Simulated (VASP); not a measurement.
# SnTe (Fm-3m) in VASP: further runs, part 2 of 2

VASP 6.6.1. Earlier steps stand in the parts before.

### 4 Relaxation of cell and atoms, PBE

This run uses another cell than the first one, of 32.93 Å³/atom, 1.053 times its volume.

Input file INCAR:

```
SYSTEM = SnTe
  PREC = Accurate
  ENCUT = 600
  EDIFF = 1E-7
  ISMEAR = 0
  SIGMA = 0.03
  LREAL = .FALSE.
  LASPH = .TRUE.
  NELM = 80
  ALGO = Normal
  ISIF = 3
  LWAVE = .FALSE.
  LCHARG = .FALSE.
  GGA = PE
  IBRION = 2
  NSW = 90
  EDIFFG = -0.005
```

Input file KPOINTS:

```
regular mesh
0
G
  10 10 10
  0 0 0
```

Input file POSCAR:

```
SnTe                                    
1.0
    0.0000000000      3.2051809016      3.2051809016
    3.2051809016      0.0000000000      3.2051809016
    3.2051809016      3.2051809016      0.0000000000
  Sn              Te            
     1     1
Direct
     0.0000000000000000    0.0000000000000000    0.0000000000000000
     0.5000000000000000    0.5000000000000000    0.5000000000000000
```

Potentials or basis: VASP PAW PBE potentials, release 64 (Sn_d, Te).

Run with:

```bash
cat potpaw_PBE.64/Sn_d/POTCAR potpaw_PBE.64/Te/POTCAR > POTCAR
mpirun -np 1 vasp_std > vasp.out
```

OUTCAR:

```text
SYSTEM = SnTe
   PREC = Accurate
   ENCUT = 600
   EDIFF = 1E-7
   ISMEAR = 0
   LREAL = .FALSE.
   LASPH = .TRUE.
   NELM = 80
   ISIF = 3
   GGA = PE
   IBRION = 2
   NSW = 90
   EDIFFG = -0.005

 ion  position               nearest neighbor table
   1  0.000  0.000  0.000-   2 3.21   2 3.21   2 3.21   2 3.21   2 3.21   2 3.21
   2  0.500  0.500  0.500-   1 3.21   1 3.21   1 3.21   1 3.21   1 3.21   1 3.21

  LATTYP: Found a face centered cubic cell.
 ALAT       =     6.4103618032

  Lattice vectors:

 A1 = (   0.0000000000,   3.2051809016,   3.2051809016)
 A2 = (   3.2051809016,   0.0000000000,   3.2051809016)
 A3 = (   3.2051809016,   3.2051809016,   0.0000000000)

Analysis of symmetry for initial positions (statically):
=====================================================================
 Subroutine PRICEL returns:
 Original cell was already a primitive cell.

 Routine SETGRP: Setting up the symmetry group for a
 face centered cubic supercell.

 Subroutine GETGRP returns: Found 48 space group operations
 (whereof 48 operations were pure point group operations)
 out of a pool of 48 trial point group operations.

The static configuration has the point symmetry O_h .

Analysis of symmetry for dynamics (positions and initial velocities):
=====================================================================
 Subroutine PRICEL returns:
 Original cell was already a primitive cell.

 Routine SETGRP: Setting up the symmetry group for a
 face centered cubic supercell.

 Subroutine GETGRP returns: Found 48 space group operations
 (whereof 48 operations were pure point group operations)
 out of a pool of 48 trial point group operations.

The dynamic configuration has the point symmetry O_h .

 Subroutine INISYM returns: Found 48 space group operations
 (whereof 48 operations are pure point group operations),
 and found     1 'primitive' translations

[... 126 lines left out ...]
 non-spin polarized calculation
 Gauss-broadening in eV      SIGMA  =   0.03
  energy-cutoff  :      600.00
  volume of cell :       65.85
 maximum number of plane-waves:      2210
   NGX = 19   NGY = 19   NGZ = 19

 number of electron      20.0000005 magnetization

 Free energy of the ion-electron system (eV)
  ---------------------------------------------------
  ext. energy  EPLUGINS =         0.00000000
  ---------------------------------------------------
  free energy    TOTEN  =        -7.56503107 eV

  energy without entropy =       -7.56496736  energy(sigma->0) =       -7.56499922

 E-fermi :   6.3492     XC(G=0):  -9.2649

 val. band max:        6.3231349800   @ k =   0.5000   0.0000   0.0000
 cond. band min:       6.3752332901   @ k =   0.5000   0.0000   0.0000
 fundamental gap:      0.0520983101
 Fermi energy:         6.3491841344

 k-point     1 :       0.0000    0.0000    0.0000
  band No.  band energies     occupation
      1     -15.5578      2.00000
      2     -15.5578      2.00000
      3     -15.5548      2.00000
      4     -15.5548      2.00000
      5     -15.5548      2.00000
      6      -6.1028      2.00000
      7       1.4573      2.00000
      8       4.3248      2.00000
      9       4.3248      2.00000
     10       4.3248      2.00000
     11       9.5695      0.00000
     12       9.5695      0.00000
     13       9.5695      0.00000
     14      11.1733      0.00000
[... 377 lines left out ...]
      1     -15.5673      2.00000
      2     -15.5566      2.00000
      3     -15.5554      2.00000
      4     -15.5483      2.00000
      5     -15.5480      2.00000
      6      -5.0293      2.00000
      7      -0.4588      2.00000
      8       2.6025      2.00000
      9       3.1564      2.00000
     10       3.3223      2.00000
     11       9.2045      0.00000
     12      10.0006      0.00000
     13      10.1352      0.00000
     14      10.4316      0.00000

 [... further k-points ...]

------------------------ aborting loop because EDIFF is reached ----------------------------------------

  FORCE on cell =-STRESS in cart. coord.  units (eV):
  Direction    XX          YY          ZZ          XY          YZ          ZX
  --------------------------------------------------------------------------------------
  -------------------------------------------------------------------------------------
  Total       -0.0002713     -0.0002713     -0.0002713      0.0000000      0.0000000      0.0000000
  in kB       -0.0065995     -0.0065995     -0.0065995      0.0000000      0.0000000      0.0000000
  external PRESSURE =      -0.0065995 kB  Pullay stress =       0.0000000 kB

 VOLUME and BASIS-vectors are now :
 -----------------------------------------------------------------------------
  energy-cutoff  :      600.00
  volume of cell :       65.85
      direct lattice vectors                 reciprocal lattice vectors
     0.000000000  3.205180902  3.205180902    -0.155997435  0.155997435  0.155997435
     3.205180902  0.000000000  3.205180902     0.155997435 -0.155997435  0.155997435
     3.205180902  3.205180902  0.000000000     0.155997435  0.155997435 -0.155997435

 POSITION                                       TOTAL-FORCE (eV/Angst)
 -----------------------------------------------------------------------------------
      0.00000      0.00000      0.00000         0.000000     -0.000000      0.000000
      3.20518      3.20518      3.20518        -0.000000      0.000000     -0.000000
 -----------------------------------------------------------------------------------
    total drift:                               -0.000000      0.000000      0.000000

  FREE ENERGIE OF THE ION-ELECTRON SYSTEM (eV)
  ---------------------------------------------------
  free  energy   TOTEN  =        -7.5650310708 eV

  energy  without entropy=       -7.5649673621  energy(sigma->0) =       -7.56499922

 reached required accuracy - stopping structural energy minimisation
```

CONTCAR:

```text
SnTe
   1.00000000000000
     0.0000000000000000    3.2051809015999999    3.2051809015999999
     3.2051809015999999    0.0000000000000000    3.2051809015999999
     3.2051809015999999    3.2051809015999999    0.0000000000000000
  Sn              Te
     1     1
Direct
     0.0000000000000000    0.0000000000000000    0.0000000000000000
     0.5000000000000000    0.5000000000000000    0.5000000000000000

  0.00000000E+00  0.00000000E+00  0.00000000E+00
  0.00000000E+00  0.00000000E+00  0.00000000E+00
```

Wall time 26 s (1 thread of Intel Xeon 6975P-C (Granite Rapids), shared host); peak memory 0.23 GiB.

Results:

* Free energy: -7.5650 eV
* Pressure after relaxing: 0.0 GPa
* Band gap on the k mesh: 0.05 eV, direct

Final structure:
```
Sn Te
1.0
     0.00000    3.20518    3.20518
     3.20518    0.00000    3.20518
     3.20518    3.20518    0.00000
Sn Te
1 1
Direct
  0.00000 0.00000 0.00000
  0.50000 0.50000 0.50000
```

Caveat: the relaxation stopped at its first step, so nothing moved; spin-orbit coupling is left out, which moves the levels of the heavy elements. A k mesh can miss the band edges.
